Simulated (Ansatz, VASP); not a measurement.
## Two plane-wave programs on Al7Cu

```
CELL_PARAMETERS angstrom
0.00000 3.97976 3.97976
3.97976 0.00000 3.97976
3.97976 3.97976 0.00000
ATOMIC_POSITIONS crystal
Al 0.50000 0.00000 0.00000
Al 0.00000 0.50000 0.50000
Al 0.00000 0.50000 0.00000
Al 0.50000 0.00000 0.50000
Al 0.00000 0.00000 0.50000
Al 0.50000 0.50000 0.00000
Al 0.00000 0.00000 0.00000
Cu 0.50000 0.50000 0.50000
```

Alike in both runs: task single point; functional PBE; k mesh 4 × 4 × 4; occupations gaussian, width 0.1 eV; no spin polarisation.

|  | VASP | Ansatz |
| --- | --- | --- |
| version | VASP 6.6.1 | Ansatz 0.2.0 |
| potentials or method | VASP PAW PBE potentials, release 64 (Al, Cu) | scalar-relativistic, plane waves, PAW |
| plane-wave cutoff (eV) | 520 | 420 |
| valence electrons in the cell | 32 | 40 |

```tsv
	VASP	Ansatz	Ansatz less VASP
gap on the k mesh at the Fermi level (eV)	none	none	-
pressure (GPa)	-0.3	-0.3	-0.06
```

A gap of «none» marks a metal or a gap that the smearing closes. With one functional, cell and mesh, what is left measures potentials, basis and numerics. The two sets of potentials don't hold the same shells in valence.
